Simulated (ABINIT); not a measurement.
# TaN (Fm-3m) in ABINIT: a series of runs, part 2 of 2

ABINIT 10.8.3 (patched build). Earlier steps stand in the parts before.

**5. Equation of state, LDA-PZ**

The input, run.abi:

```
ndtset 7
getwfk -1
scalecart1 3*0.9795861087
scalecart2 3*0.9864848297
scalecart3 3*0.9932883884
scalecart4 3*1.0000000000
scalecart5 3*1.0066227096
scalecart6 3*1.0131594038
scalecart7 3*1.0196128224

pp_dirpath "./"
pseudos "Ta.LDA_PW-JTH.xml, N.LDA_PW-JTH.xml"

acell 3*1.0 Angstrom
rprim
     0.0000000000     2.2113230000     2.2113230000
     2.2113230000     0.0000000000     2.2113230000
     2.2113230000     2.2113230000     0.0000000000
ntypat 2
znucl 73 7
natom 2
typat 1 2
xred
     0.5000000000     0.5000000000     0.5000000000
     0.0000000000     0.0000000000     0.0000000000

ecut 680.284656 eV
pawecutdg 47.0

kptopt 1
ngkpt 10 10 10
nshiftk 1
shiftk 0.0 0.0 0.0

ixc 2

nband 13
occopt 3
tsmear 0.05 eV

nstep 100
tolvrs 1.0e-9

iomode 3
prtwf 1
prtden 0
prteig 0
prtebands 0
enunit 1
```

Potentials or basis: JTH PAW LDA v2.0.

Run with:

```
$ abinit run.abi > log 2>&1
```

run.abo:

```text
.Version 10.8.3 of ABINIT
 DATASET    1 : space group Fm -3 m (#225); Bravais cF (face-center cubic)
================================================================================
 Values of the parameters that define the memory need for DATASET  1.
     intxc =       0    ionmov =       0      iscf =      17    lmnmax =      18
     lnmax =       6     mgfft =      30  mpssoang =       3    mqgrid =    3001
     natom =       2  nloc_mem =       2    nspden =       1   nspinor =       1
    nsppol =       1      nsym =      48    n1xccc =       1    ntypat =       2
    occopt =       3   xclevel =       1
       mpw =         845          nfft =       27000          nkpt =          47
 PAW method is used; the additional fine FFT grid is defined by:
   mgfftf=        36    nfftf =     46656
================================================================================
================================================================================
[... 71 lines left out ...]
 DATASET    7 : space group Fm -3 m (#225); Bravais cF (face-center cubic)
================================================================================
 Values of the parameters that define the memory need for DATASET  7.
     intxc =       0    ionmov =       0      iscf =      17    lmnmax =      18
     lnmax =       6     mgfft =      30  mpssoang =       3    mqgrid =    3001
     natom =       2  nloc_mem =       2    nspden =       1   nspinor =       1
    nsppol =       1      nsym =      48    n1xccc =       1    ntypat =       2
    occopt =       3   xclevel =       1
       mpw =         938          nfft =       27000          nkpt =          47
 PAW method is used; the additional fine FFT grid is defined by:
   mgfftf=        40    nfftf =     64000
================================================================================
================================================================================

--------------------------------------------------------------------------------
------------- Echo of variables that govern the present computation ------------
--------------------------------------------------------------------------------
 -outvars: echo values of preprocessed input variables --------
            acell      1.8897261259E+00  1.8897261259E+00  1.8897261259E+00 Bohr
              amu      1.80947900E+02  1.40067400E+01
             ecut      2.50000000E+01 Hartree
           enunit           1
           getwfk          -1
              ixc           2
           jdtset        1    2    3    4    5    6    7
[... 153 lines left out ...]
 Shapefunction is SIN type: shapef(r)=[sin(pi*r/rshp)/(pi*r/rshp)]**2
 Radius for shape functions =  1.00243812
 Compensation charge density is not taken into account in XC energy/potential

   1.41668857E+03                                ecore*ucvol(ha*bohr**3)
--------------------------------------------------------------------------------

[... 1275 lines left out ...]
-Cartesian components of stress tensor (GPa)         [Pressure= -3.2909E+01 GPa]
- sigma(1 1)=  3.29086505E+01  sigma(3 2)=  0.00000000E+00
- sigma(2 2)=  3.29086505E+01  sigma(3 1)=  0.00000000E+00
- sigma(3 3)=  3.29086505E+01  sigma(2 1)=  0.00000000E+00

== END DATASET(S) ==============================================================
================================================================================

 -outvars: echo values of variables after computation  --------
            acell      1.8897261259E+00  1.8897261259E+00  1.8897261259E+00 Bohr
           etotal1    -6.9362309861E+01
           etotal2    -6.9362287933E+01
           etotal3    -6.9361530570E+01
           etotal4    -6.9360108795E+01
           etotal5    -6.9358098254E+01
           etotal6    -6.9355564864E+01
           etotal7    -6.9352564620E+01
            fcart1    -0.0000000000E+00 -0.0000000000E+00 -0.0000000000E+00
                      -0.0000000000E+00 -0.0000000000E+00 -0.0000000000E+00
            fcart2    -0.0000000000E+00 -0.0000000000E+00 -0.0000000000E+00
                      -0.0000000000E+00 -0.0000000000E+00 -0.0000000000E+00
            fcart3    -0.0000000000E+00 -0.0000000000E+00 -0.0000000000E+00
                      -0.0000000000E+00 -0.0000000000E+00 -0.0000000000E+00
            fcart4    -0.0000000000E+00 -0.0000000000E+00 -0.0000000000E+00
                      -0.0000000000E+00 -0.0000000000E+00 -0.0000000000E+00
            fcart5    -0.0000000000E+00 -0.0000000000E+00 -0.0000000000E+00
                      -0.0000000000E+00 -0.0000000000E+00 -0.0000000000E+00
[... 38 lines left out ...]
                       0.0000000000E+00  0.0000000000E+00  0.0000000000E+00
           xangst1     2.1661812926E+00  2.1661812926E+00  2.1661812926E+00
                       0.0000000000E+00  0.0000000000E+00  0.0000000000E+00
           xangst2     2.1814365931E+00  2.1814365931E+00  2.1814365931E+00
                       0.0000000000E+00  0.0000000000E+00  0.0000000000E+00
           xangst3     2.1964814589E+00  2.1964814589E+00  2.1964814589E+00
                       0.0000000000E+00  0.0000000000E+00  0.0000000000E+00
           xangst4     2.2113230000E+00  2.2113230000E+00  2.2113230000E+00
                       0.0000000000E+00  0.0000000000E+00  0.0000000000E+00
           xangst5     2.2259679501E+00  2.2259679501E+00  2.2259679501E+00
                       0.0000000000E+00  0.0000000000E+00  0.0000000000E+00
           xangst6     2.2404226923E+00  2.2404226923E+00  2.2404226923E+00
                       0.0000000000E+00  0.0000000000E+00  0.0000000000E+00
           xangst7     2.2546932853E+00  2.2546932853E+00  2.2546932853E+00
                       0.0000000000E+00  0.0000000000E+00  0.0000000000E+00
             xred      5.0000000000E-01  5.0000000000E-01  5.0000000000E-01
                       0.0000000000E+00  0.0000000000E+00  0.0000000000E+00
 Calculation completed.
```

It took 2.2 min on 1 thread of Arm Neoverse V1, shared host; peak memory 0.14 GiB.

What came out:

```yaml
Equilibrium_volume: 10.27 Å³/atom
Bulk_modulus: 377 GPa
Pressure_derivative_of_the_bulk_modulus: 4.5
```

Energy against volume, from the lowest point:
```csv
volume (Å³/atom),energy (meV/atom)
10.164,0.00
10.381,0.30
10.597,10.60
10.813,29.95
11.030,57.30
11.246,91.77
11.462,132.59
```

Caveat: the cutoff is too short for stress, so the log's stress isn't used; pressures at fixed basis lie under the slope of the energies; the highest band is partly filled, so the run has too few bands.

**6. The runs side by side**

| task | level | potentials or basis | spin | cutoff (eV) | fine-grid cutoff | gap on the mesh (eV) | pressure (GPa) |
| --- | --- | --- | --- | --- | --- | --- | --- |
| band structure | PW91 | JTH PAW PBE v2.0 | off | 707 | 1306.15 eV | none | -1.5 |
| band structure | BLYP | JTH PAW PBE v2.0 | SOC, no magnetisation | 707 | 1306.15 eV | none | 10.7 |
| band structure | PBEsol | JTH PAW PBE v2.0 | off | 707 | 1306.15 eV | none | -10.5 |
| equation of state | LDA-PZ | JTH PAW LDA v2.0 | off | 680 | 1278.94 eV | - | - |

Alike in all rows: cell as given; k mesh 10 × 10 × 10; smearing fermi-dirac 0.05 eV.

Caveats: the highest band is partly filled, so the run has too few bands; the PAW data sets were made with another functional, which shifts forces and pressure a little (some runs); spin-orbit coupling is left out, which moves the levels of the heavy elements (some runs); pressures at fixed basis lie under the slope of the energies (some runs).

Absolute energies hang on the potentials; compare differences alone.
